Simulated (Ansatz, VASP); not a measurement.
# Cross-check of InAs between VASP and Ansatz

One calculation is typed for both programs; each brings its own data sets. How far apart do they land? The structure shown is the start of the Ansatz relaxation below; VASP solves that cell, so the two are compared at the walk's first step.

Main program and level: Ansatz 0.2.0; plane waves, with VASP 6.6.1 beside it; single point at r2SCAN.

## 1. The starting structure

The structure is trigonal, space group R3m (No. 160). The conventional cell has a = 4.449 Å, b = 4.449 Å, c = 10.460 Å, α = 90.00°, β = 90.00°, γ = 120.00°. As has 4 In at 2.65 to 2.70 Å nearest. Nearest to In lie 4 As at 2.65 to 2.70 Å. Farther neighbours are not listed.

## 2. Ansatz: relaxation, r2SCAN

Ansatz runs on its PAW soft_1 files.

The two programs are compared at the cell with which this relaxation starts, whose forces are those of its first step.

input.yaml

```yaml
crystal:
  lattice:
    - [-0.0841291674, 3.0617045735, 3.0617045735]
    - [3.0617045735, -0.0841291674, 3.0617045735]
    - [3.0617045735, 3.0617045735, -0.0841291674]
  atoms:
    - { symbol: As, position: [0.7483620801, 0.7483620801, 0.7483620801] }
    - { symbol: In, position: [0.0016379199, 0.0016379199, 0.0016379199] }
  conventional_axes: [[-1, 1, 0], [0, -1, 1], [1, 1, 1]]
kpoints:
  mp_grid: { grid: [12, 12, 12], shift: [0.5, 0.5, 0.5] }
hamiltonian:
  xc: r2scan
  pseudopotentials: { kind: paw, azcp: { folder: soft_1 } }
scf:
  occupations: { method: gaussian, width: 0.01 }
output:
  forces: true
  stress: true
  eigenvalues: true
relax:
  adjacent_minimum: "off"
  f_tol: 0.001
  max_steps: 60
  cell: { stress_tol: 0.01, fix: [a, b, angles] }
```

The run is started by

```bash
$ ansatz run input.yaml --threads 4 --pin off --max-ram 10240MiB --backend cpu --events-out ev --progress --plain --runs-dir out
```

Numbers of over 12 decimals in the logs are rounded to 6 here.

Log:

```text
Engine: ansatz 0.2.0, aarch64-unknown-linux-gnu
Pseudopotentials: kind: paw
Pseudopotential: As, paw, valence charge 15, recommended cutoff 500 eV (meta_gga), soft_1/As.paw.azcp
Pseudopotential: In, paw, valence charge 13, recommended cutoff 500 eV (meta_gga), soft_1/In.paw.azcp
Functional definition: r2SCAN
  parameter k0 = 0.174
  parameter k1 = 0.065
  parameter a1 = 4.9479
  exchange = r2scan_x(k0 = k0, k1 = k1, a1 = a1)
  correlation = r2scan_c
Crystal: 2 atoms, lattice volume = 59.766 Å³
Basis set: ecut = 500 eV, 1489 PW (Γ), exchange–correlation on 128×128×128 points (64 copies of the dense FFT grid, shifted against one another)
Bands: 18, of which v1, the nominal top of the filled ones, is band 14 counted from 1 (13 counted from 0)
Symmetry: 6 space group operations
Space group: R3m (ITA 160), of the structure as read, at distance tolerance 3.9e-5 Å
k-points: 182 of 1728 (time reversal used)
Non-local potential: As, projectors of the file, l = 0: 2, l = 1: 2, l = 2: 3, l = 3: 1
Non-local potential: In, projectors of the file, l = 0: 2, l = 1: 2, l = 2: 2, l = 3: 1
PAW form: soft (Blöchl's): semilocal exchange-correlation on the pseudo side does not see the compensation charge
PAW frozen core: As, regenerated for the run's functional (the file was generated under x = pbe(κ = 0.804, μ = 0.219515), c = pbe(β = 0.066725))
PAW frozen core: In, regenerated for the run's functional (the file was generated under x = pbe(κ = 0.804, μ = 0.219515), c = pbe(β = 0.066725))
PAW one-centre angular grid: As, 590 points (default); XC on 160 Gauss nodes
PAW one-centre angular grid: In, 590 points (default); XC on 160 Gauss nodes
Initial density: superposition of atomic densities (chi_scale 0.1, normalization cell, long waves kept (reshape's long-wave potential 0.00 eV rms))
Initial wavefunctions: pseudopotential atomic-orbital guess
Functional: x = r2scan, c = r2scan; τ floored in thin density (d = 2e-4 eV/Å³)
iter 1 solved again at ethr=1.57e-3 eV; its pass at ethr=3.10e-3 eV (dr2=4.39e-1 eV) is discarded
SCF iter   1: F=—  HF=-10477.201071 eV  |F-HF|=—  |Δ(HF+E_count)|=         —  Δρ=3.04e-2  dr2=4.43e-1  dr2_τ=8.78e-3  ethr=1.57e-3  ⟨swp⟩=1.0  Hψ=21144  notcnv=0
preconditioner: auto → none  [insulator: Δε(μ)=0.454 eV  Ē_g=15.229 eV  σ=0.010 eV  W_gap=1.00  n_scr=14 (ndim 8)  ℏωp=20.4 eV  f_vac=0.024  D(μ)=0.00/eV (n_scr^D=0)  ε∞_Penn≈2.8]
SCF iter   2: F=—  HF=-10477.206529 eV  |F-HF|=—  |Δ(HF+E_count)|=   5.46e-3  Δρ=1.42e-2  dr2=8.22e-2  dr2_τ=1.07e-3  ethr=1.57e-3  ⟨swp⟩=2.1  Hψ=4349  notcnv=0
SCF iter   3: F=—  HF=-10477.215322 eV  |F-HF|=—  |Δ(HF+E_count)|=   8.79e-3  Δρ=2.50e-3  dr2=6.63e-3  dr2_τ=1.79e-4  ethr=2.94e-4  ⟨swp⟩=2.2  Hψ=6224  notcnv=0
SCF iter   4: F=—  HF=-10477.212546 eV  |F-HF|=—  |Δ(HF+E_count)|=   2.78e-3  Δρ=7.07e-4  dr2=2.08e-4  dr2_τ=6.32e-6  ethr=2.37e-5  ⟨swp⟩=3.0  Hψ=7258  notcnv=0
SCF iter   5: F=—  HF=-10477.212548 eV  |F-HF|=—  |Δ(HF+E_count)|=   2.30e-6  Δρ=2.33e-4  dr2=1.05e-5  dr2_τ=4.61e-7  ethr=7.42e-7  ⟨swp⟩=2.0  Hψ=5640  notcnv=0
SCF iter   6: F=—  HF=-10477.212556 eV  |F-HF|=—  |Δ(HF+E_count)|=   7.45e-6  Δρ=6.16e-5  dr2=1.04e-6  dr2_τ=3.12e-8  ethr=3.74e-8  ⟨swp⟩=2.0  Hψ=5600  notcnv=0
SCF iter   7: F=-10477.212556 eV  HF=-10477.212556 eV  |F-HF|=9.33e-10  |Δ(HF+E_count)|=   3.14e-7  Δρ=3.81e-6  dr2=1.29e-8  dr2_τ=2.98e-10  ethr=3.57e-10  ⟨swp⟩=3.1  Hψ=14040  notcnv=0
SCF 1 converged in 7 iterations: F = -10477.212556 eV  dr2 = 1.29e-8
  greatest PAW one-centre occupation: 0.999 electrons in one spin orbital (limit 2), on the As atom at site 0 (counted from 0), in its partial waves of l = 2
relax step   1: F+E_penalty+E_count = -10477.21255611 eV  Δ(F+E_penalty+E_count) = +0.000e0 eV  max|allowed force component| = 3.549e-2 eV/Å  Δτ_max = 0.0000 Å  P = -2.416 GPa  Ω = 59.766 Å³  fix = [a, b, alpha, beta, gamma]  reactions: a -3.471, b -3.471 GPa  (7 SCF iters, dr2 threshold 1.00e-7 eV, accepted)
[...]
relax step   2: F+E_penalty+E_count = -10477.21298073 eV  Δ(F+E_penalty+E_count) = -4.246e-4 eV  max|allowed force component| = 3.451e-2 eV/Å  Δτ_max = 0.0141 Å  P = -2.077 GPa  Ω = 59.273 Å³  energy of the carried Pulay correction = +3.290e-5 eV  fix = [a, b, alpha, beta, gamma]  reactions: a -3.144, b -3.144 GPa  (6 SCF iters, dr2 threshold 2.00e-7 eV, accepted)
[...]
relax step   3: F+E_penalty+E_count = -10477.21336670 eV  Δ(F+E_penalty+E_count) = -3.860e-4 eV  max|allowed force component| = 2.122e-3 eV/Å  Δτ_max = 0.0060 Å  P = -2.193 GPa  Ω = 59.448 Å³  energy of the carried Pulay correction = +2.118e-5 eV  fix = [a, b, alpha, beta, gamma]  reactions: a -3.278, b -3.278 GPa  (6 SCF iters, dr2 threshold 7.44e-8 eV, accepted)
[...]
relax step   4: F+E_penalty+E_count = -10477.21336826 eV  Δ(F+E_penalty+E_count) = -1.565e-6 eV  max|allowed force component| = 3.959e-5 eV/Å  Δτ_max = 0.0002 Å  P = -2.187 GPa  Ω = 59.443 Å³  energy of the carried Pulay correction = +2.156e-5 eV  fix = [a, b, alpha, beta, gamma]  reactions: a -3.280, b -3.280 GPa  (4 SCF iters, dr2 threshold 1.36e-9 eV, accepted)
[...]
relax step   5: F+E_penalty+E_count = -10477.21334691 eV  Δ(F+E_penalty+E_count) = +2.135e-5 eV  max|allowed force component| = 4.224e-5 eV/Å  Δτ_max = 0.0000 Å  P = -2.188 GPa  Ω = 59.443 Å³  fix = [a, b, alpha, beta, gamma]  reactions: a -3.280, b -3.280 GPa  stress off target by 2.03e-3 GPa on what of the cell is left free  SCF on the basis re-selected at this cell (its energy is not comparable with the rows above)  (5 SCF iters)
basis re-selected at this cell: Δ(F+E_penalty+E_count) = +2.135e-5 eV, ΔP = -0.000 GPa vs the last step (what re-selecting the basis moved, of the pressure what is left beyond the Pulay correction that the steps carried, after the strain that the cell walked since its last selection, with what the two solves' SCF thresholds leave and, on support functions, any second-order correction that the steps lacked; it is no m [...]
SCF converged after 5 iterations
Free energy (F): -10477.213347 eV
Harris-Foulkes:  -10477.213347 eV  (|F-HF|=1.82e-12)
Internal energy: -10477.213347 eV  (E = F + TS)
E sigma→0 (E₀):  -10477.213347 eV
Fermi energy:    6.775987 eV
--- Per-component energies (eV) ---
  E_band       = -357.669678
  E_kinetic    = 314.469888
  E_local      = -3575.665548  (includes V_loc(G=0)·N_el)
  E_nonlocal   = -65.696474
  E_hartree    = 1770.968451
  E_xc         = -196.749100
  E_vxc        = -171.668648  (∫ρ·V_xc dr)
  E_paw        = -6260.797567  (= ΣΔE_a)
  E_vpaw       = -411.674453  (= ΣTr[D̂ρ^β])
  E_aug_tail   = -0.000073  (compensation charges beyond the density's cutoff)
  E_vtau       = 10.628716  (kinetic-family band-sum trace: ∫τ·v_τ [+ j·A + Jᵃ·Aᵃ] dr)
  E_ewald      = -2463.251078
  E_core_change = -0.491845  (= ΣΔE_core)
  E_smearing   = -0.000000  (= −TS)
  E_closure    = -0.000000  (closes the sum)
  Σ components = -10477.213347   (vs F -10477.213347, Δ=0.00e0)
--- Forces (eV/Å), atoms counted from 1 ---
  atom   1  As     0.00004237     0.00004237     0.00004237
  atom   2  In    -0.00004211    -0.00004211    -0.00004211
  max |Σ_I F_I| component: 2.62e-7 eV/Å
--- Stress (GPa, compression-positive) ---
       -2.187539       1.092755       1.092755
        1.092755      -2.187539       1.092755
        1.092755       1.092755      -2.187539
  P = ⅓ Tr σ = -2.1875 GPa (-21.875 kbar)
--- Band table (eV; the first three rows and the last of 182) ---
  k-point 0: bands = [... 10 lower, -5.2980, 5.9467, 6.4113, 6.4113, 7.0066, 10.6541, 10.6541, 11.0721]
  k-point 1: bands = [... 10 lower, -5.2096, 4.9856, 6.3637, 6.3769, 7.5623, 10.6958, 10.7395, 11.2998]
  k-point 2: bands = [... 10 lower, -5.0026, 3.8062, 6.1558, 6.2134, 7.9874, 10.8998, 11.0223, 11.7595]
  k-point 181: bands = [... 10 lower, -3.8327, 1.1304, 4.9660, 5.3736, 7.7956, 11.1315, 11.5023, 13.7803]
--- Relaxed structure (4 steps of the walk, 4 accepted, 1 SCFs on fresh bases) ---
  F+E_penalty+E_count = -10477.21334691 eV   max|allowed force component| = 4.224e-5 eV/Å   (the final SCF, on the basis selected at the relaxed cell)
  cell:  # Å, volume = 59.4425 Å³
    - [-0.095036, 3.050798, 3.050798]
    - [3.050798, -0.095036, 3.050798]
    - [3.050798, 3.050798, -0.095036]
  atoms:
    - { symbol: As, position: [0.747609, 0.747609, 0.747609] }
    - { symbol: In, position: [0.00239076, 0.00239076, 0.00239076] }
```

Reading the cycles: dr2 is the Hartree energy of the density residual (eV), the measure of convergence; HF is the Harris–Foulkes estimate of the energy, which meets the free energy F at convergence.

(Continued in part 2 of 3.)

[Lines on the potential files, build, host, timing and source positions are cut from VASP's logs without a mark.]

[Logs are printed without paths, hosts, clocks, repeated set-up lines and the standing remarks that a program may print on its own settings, such as how far it seeks lower states.]

[Hosts, paths, dates, database ids (printed as entryN), source tags and the programs' standing remarks are cut or masked in the printed files.]
